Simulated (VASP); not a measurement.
Crystal: Cu2O.

```
Cu O
1.0
     4.26000    0.00000    0.00000
     0.00000    4.26000    0.00000
     0.00000    0.00000    4.26000
Cu O
4 2
Cartesian
  1.0650 1.0650 1.0650
  1.0650 3.1950 3.1950
  3.1950 3.1950 1.0650
  3.1950 1.0650 3.1950
  0.0000 0.0000 0.0000
  2.1300 2.1300 2.1300
```

Base run:

```yaml
Program: VASP 6.6.1
Functional: HSE06
Potentials_or_basis: VASP PAW PBE potentials, release 64 (Cu, O)
Cutoff: 520 eV
k_mesh: 4 × 4 × 4
Occupations: fermi-dirac, width 0.05 eV
Spin: no spin polarisation
```

Its results: band gap on the k mesh 2.04 eV, direct.

Question: The run is repeated on the same cell with these changes: functional from HSE06 to TB-mBJ; k mesh from 4 × 4 × 4 to 8 × 8 × 8. What comes out?

Answer: Band gap on the k mesh 0.80 eV, direct.

Several settings changed at once, so the effect can't be laid on one alone.

A k mesh can miss the band edges.
